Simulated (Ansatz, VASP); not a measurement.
Two plane-wave programs on La

```
CELL_PARAMETERS angstrom
0.00000 2.51939 2.51939
2.51939 0.00000 2.51939
2.51939 2.51939 0.00000
ATOMIC_POSITIONS crystal
La 0.00000 0.00000 0.00000
```

Alike in both runs: functional LDA; k mesh 10 × 10 × 10; occupations fermi-dirac, width 0.1 eV; no spin polarisation.

Ansatz relaxed the structure, and its values are those at the end. VASP's run is a single point on that final structure, the one shown.

|  | VASP | Ansatz |
| --- | --- | --- |
| version | VASP 6.6.1 | Ansatz 0.2.0 |
| potentials or method | VASP PAW LDA potentials, release 64 (La) | plane waves (420 eV) with PAW, scalar-relativistic |
| plane-wave cutoff (eV) | 520 | 420 |
| valence electrons in the cell | 11 | 11 |

```tsv
	VASP	Ansatz	Ansatz less VASP
pressure (GPa)	-0.1	0.0	+0.11
```

Ansatz warned: «pseudo_functional_mismatch».

Spin-orbit coupling is left out, which matters for the levels of La.
